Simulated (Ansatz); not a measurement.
Structure types of Se were relaxed at one common pressure (all-electron LAPW in Ansatz 0.2.0 under PBE, scalar-relativistic, no spin polarisation, zero temperature). They take these volumes:

```csv
type,space group,V (Å³/atom)
bcc,Im-3m,13.86
distorted hcp,P6_3/mmc,14.00
R-3m,R-3m,14.28
diamond,Fd-3m,18.05
sc,Pm-3m,15.29
```

Q: At about which pressure, and is the densest type also the lowest in enthalpy?

A: 66 GPa. The densest is bcc, and it is also the lowest in enthalpy among these.
